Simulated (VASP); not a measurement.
# InP in VASP: work function with LDA

Aim: the work function of InP with LDA.

Everything below comes from runs of VASP 6.6.1. Logs are shortened: lines on timing, memory, paths and dates and some standing lists are left out, and cuts for length are marked.

## Step 1: Starting point

The cell holds a slab with vacuum, 4 atoms: a = 5.861 Å, b = 4.144 Å, c = 12.072 Å, α = 90.00°, β = 90.00°, γ = 90.00°.

## Step 2: Work function, LDA

File INCAR:

```
PREC = Accurate
ENCUT = 300
EDIFF = 1E-6
ISMEAR = 0
SIGMA = 0.05
LREAL = False
LASPH = True
NELM = 60
ALGO = Normal
ISIF = 2
LWAVE = False
LCHARG = True
LDIPOL = True
IDIPOL = 3
DIPOL = 0.5 0.5 0.500
GGA = CA
LVHAR = True
LVACPOTAV = True
KPAR = 2
```

File KPOINTS:

```
regular mesh
0
Gamma
  2 4 1
```

File POSCAR:

```
InP
1.0
    5.8610000000      0.0000000000      0.0000000000
    0.0000000000      4.1443528450      0.0000000000
    0.0000000000      0.0000000000     12.0721764231
In P
2 2
Direct
    0.5000000000      0.5000000000      0.4141755243
    0.0000000000      0.0000000000      0.5858244757
    0.7500000000      0.0000000000      0.4141755243
    0.2500000000      0.5000000000      0.5858244757
```

Potentials or basis: VASP PAW LDA potentials, release 64 (In_d, P).

On the command line:

```console
$ cat potpaw_LDA.64/In_d/POTCAR potpaw_LDA.64/P/POTCAR > POTCAR
$ mpirun -np 2 vasp_std > vasp.out
```

OUTCAR:

```text
PREC = Accurate
   ENCUT = 300
   EDIFF = 1E-6
   ISMEAR = 0
   LREAL = False
   LASPH = True
   NELM = 60
   ISIF = 2
   GGA = CA

 ion  position               nearest neighbor table
   1  0.500  0.500  0.414-   3 2.54   3 2.54   4 2.54
   2  0.000  0.000  0.586-   4 2.54   4 2.54   3 2.54
   3  0.750  0.000  0.414-   1 2.54   1 2.54   2 2.54
   4  0.250  0.500  0.586-   2 2.54   2 2.54   1 2.54

  LATTYP: Found a simple orthorhombic cell.
 ALAT       =     4.1443528450
 B/A-ratio  =     1.4142135622
 C/A-ratio  =     2.9129219626

  Lattice vectors:

 A1 = (   0.0000000000,  -4.1443528450,   0.0000000000)
 A2 = (   5.8610000000,   0.0000000000,   0.0000000000)
 A3 = (   0.0000000000,   0.0000000000,  12.0721764231)

Analysis of symmetry for initial positions (statically):
=====================================================================
 Subroutine PRICEL returns:
 Original cell was already a primitive cell.

 Routine SETGRP: Setting up the symmetry group for a
 simple orthorhombic supercell.

 Subroutine GETGRP returns: Found  4 space group operations
 (whereof  2 operations were pure point group operations)
 out of a pool of  8 trial point group operations.

The static configuration has the point symmetry C_1h.
 The point group associated with its full space group is C_2v.

Analysis of symmetry for dynamics (positions and initial velocities):
=====================================================================
 Subroutine PRICEL returns:
 Original cell was already a primitive cell.

 Routine SETGRP: Setting up the symmetry group for a
 simple orthorhombic supercell.

 Subroutine GETGRP returns: Found  4 space group operations
 (whereof  2 operations were pure point group operations)
 out of a pool of  8 trial point group operations.

The dynamic configuration has the point symmetry C_1h.
 The point group associated with its full space group is C_2v.

 Subroutine INISYM returns: Found  4 space group operations
 (whereof  2 operations are pure point group operations),
 and found     1 'primitive' translations

----------------------------------------------------------------------------------------

                                     Primitive cell

  volume of cell :     293.2338

  direct lattice vectors                    reciprocal lattice vectors
     5.861000000  0.000000000  0.000000000     0.170619348  0.000000000  0.000000000
     0.000000000  4.144352845  0.000000000     0.000000000  0.241292196  0.000000000
[... 74 lines left out ...]
   IBRION =     -1    ionic relax: 0-MD 1-quasi-New 2-CG
   NFREE  =      0    steps in history (QN), initial steepest desc. (CG)
   ISIF   =      2    stress and relaxation
   ISYM   =      2    0-nonsym 1-usesym 2-fastsym
   POTIM  = 0.5000    time-step for ionic-motion
   TEBEG  =    0.0;   TEEND  =   0.0 temperature during run
   PSTRESS=    0.0 pullay stress
   NELECT =      36.0000    total number of electrons
   NUPDOWN=      -1.0000    fix difference up-down
   EMIN   =  10.00;   EMAX   =-10.00  energy-range for DOS
   EFERMI =   0.00;   METHOD = LEGACY
   ISMEAR =     0;   SIGMA  =   0.05  broadening in eV -4-tet -1-fermi 0-gaus
   EFERMI_NEDOS =   21; number of points for ismear=-14 and -15
   IALGO  =     38    algorithm
   IMIX   =      4    mixing-type and parameters
     AMIX     =   0.40;   BMIX     =  1.00
     AMIX_MAG =   1.60;   BMIX_MAG =  1.00
  volume/ion in A,a.u.               =      73.31       494.71
  Fermi-wavevector in a.u.,A,eV,Ry     =   0.813650  1.537576  9.007416  0.662026
  Thomas-Fermi vector in A             =   1.923414
   LORBIT       =      0    0 simple, 1 ext, 2 COOP (PROOUT), +10 PAW based schemes
   GGA     = CA    functional components
   LHFCALC =     F    Hartree Fock is set to
   AEXX    =    0.0000 exact exchange contribution
   IVDW    =     0    specifies the selected vdW correction
   LEPSILON=     F    determine dielectric tensor
   LRPA    =     F    only Hartree local field effects (RPA)
 non-spin polarized calculation
 Gauss-broadening in eV      SIGMA  =   0.05
  energy-cutoff  :      300.00
  volume of cell :      293.23
 maximum number of plane-waves:      3480
 NGX is ok and might be reduce to    36
   NGX = 17   NGY = 11   NGZ = 35

 number of electron      36.0000042 magnetization

 dipolmoment           0.000000      0.000000     -0.000000 electrons x Angstroem

 Free energy of the ion-electron system (eV)
  ---------------------------------------------------
  ext. energy  EPLUGINS =         0.00000000
  ---------------------------------------------------
  free energy    TOTEN  =       -16.24967403 eV

  energy without entropy =      -16.24967403  energy(sigma->0) =      -16.24967403

 E-fermi :  -1.3888     XC(G=0):  -4.5129

 val. band max:       -1.6146531833   @ k =   0.0000   0.0000   0.0000
 cond. band min:      -0.6122240187   @ k =   0.0000   0.0000   0.0000
 fundamental gap:      1.0024291646
 Fermi energy:        -1.3888130225

 k-point     1 :       0.0000    0.0000    0.0000
  band No.  band energies     occupation
      1     -15.7890      2.00000
      2     -15.6957      2.00000
      3     -15.6770      2.00000
      4     -15.6438      2.00000
      5     -15.6344      2.00000
      6     -15.6110      2.00000
[... 139 lines left out ...]
     21       2.6783      0.00000
     22       2.6783      0.00000

------------------------ aborting loop because EDIFF is reached ----------------------------------------

  FORCE on cell =-STRESS in cart. coord.  units (eV):
  Direction    XX          YY          ZZ          XY          YZ          ZX
  --------------------------------------------------------------------------------------
  -------------------------------------------------------------------------------------
  Total       -3.1919823     -2.0823801     -1.5532382      0.0000000      0.0000000      0.0000000
  in kB      -17.4404242    -11.3777545     -8.4866175      0.0000000      0.0000000      0.0000000
  external PRESSURE =     -12.4349321 kB  Pullay stress =       0.0000000 kB

 VOLUME and BASIS-vectors are now :
 -----------------------------------------------------------------------------
  energy-cutoff  :      300.00
  volume of cell :      293.23
      direct lattice vectors                 reciprocal lattice vectors
     5.861000000  0.000000000  0.000000000     0.170619348  0.000000000  0.000000000
     0.000000000  4.144352845  0.000000000     0.000000000  0.241292196  0.000000000
     0.000000000  0.000000000 12.072176423     0.000000000  0.000000000  0.082835105

 POSITION                                       TOTAL-FORCE (eV/Angst)
 -----------------------------------------------------------------------------------
      2.93050      2.07218      5.00000         0.488354      0.000000      1.062668
      0.00000      0.00000      7.07218         0.488354      0.000000     -1.062668
      4.39575      0.00000      5.00000        -0.488354      0.000000     -0.422988
      1.46525      2.07218      7.07218        -0.488354      0.000000      0.422988
 -----------------------------------------------------------------------------------
    total drift:                               -0.000112      0.000000      0.000000

  FREE ENERGIE OF THE ION-ELECTRON SYSTEM (eV)
  ---------------------------------------------------
  free  energy   TOTEN  =       -16.2496740287 eV

  energy  without entropy=      -16.2496740287  energy(sigma->0) =      -16.24967403

 vacuum level on the upper side and lower side of the slab         3.317         3.317
```

stdout:

```text
POSCAR found type information on POSCAR InP
 POSCAR found :  2 types and       4 ions
 scaLAPACK will be used
 LDA part: xc-table for (Slater(with rela. corr.)+CA(PZ))
 , standard interpolation
 POSCAR, INCAR and KPOINTS ok, starting setup
 FFT: planning ... GRIDC
 FFT: planning ... GRID_SOFT
 FFT: planning ... GRID
 WAVECAR not read
 entering main loop
 -----------------------------------------------------------------------------
|                                                                             |
|           W    W    AA    RRRRR   N    N  II  N    N   GGGG   !!!           |
|           W    W   A  A   R    R  NN   N  II  NN   N  G    G  !!!           |
|           W    W  A    A  R    R  N N  N  II  N N  N  G       !!!           |
|           W WW W  AAAAAA  RRRRR   N  N N  II  N  N N  G  GGG   !            |
|           WW  WW  A    A  R   R   N   NN  II  N   NN  G    G                |
|           W    W  A    A  R    R  N    N  II  N    N   GGGG   !!!           |
|                                                                             |
|     Did not find any points to average over, which means that no vacuum     |
|     field-free region was found. Please increase the size of  your cell     |
|     in the dimension of the dipole correction to obtain accurate            |
|     workfunction values.                                                    |
|                                                                             |
 -----------------------------------------------------------------------------
```

It took 11 s on 2 MPI ranks of Intel Xeon Platinum 8375C at 2.90GHz (Ice Lake), shared host; peak memory 0.18 GiB.

Results:

| Item | Value |
| --- | --- |
| Free energy | -16.2497 eV |
| Largest force | 1.170 eV/Å |
| Band gap on the k mesh | 1.00 eV, direct |
| Ionisation potential of the upper face | 4.93 eV |

Forces on the atoms (eV/Å):
```
In   0.488  0.000  1.063
In   0.488  0.000 -1.063
P   -0.488  0.000 -0.423
P   -0.488  0.000  0.423
```

Levels at points of the mesh, in eV from the valence-band top:
```csv
k point,band 15,band 16,band 17,band 18,band 19,band 20,band 21,band 22
"(0.00, 0.00, 0.00)",-1.51,-1.26,-1.25,0.00,1.00,2.32,2.85,3.77
"(0.50, 0.00, 0.00)",-0.68,-0.68,-0.28,-0.28,1.13,1.13,3.11,3.11
"(0.00, 0.50, 0.00)",-1.96,-1.96,-0.45,-0.45,1.20,1.20,3.34,3.34
"(0.50, 0.50, 0.00)",-1.59,-1.59,-1.13,-1.13,1.52,1.52,4.29,4.29
```

Caveat: the k mesh is coarse (spacing up to 0.54 Å⁻¹), so the values aren't converged; the cutoff is under 1.25 times the usual one of these potentials, so pressure, stress and relaxed cells hold a basis-set (Pulay) error; spin-orbit coupling is left out, which moves the levels of the heavy elements.
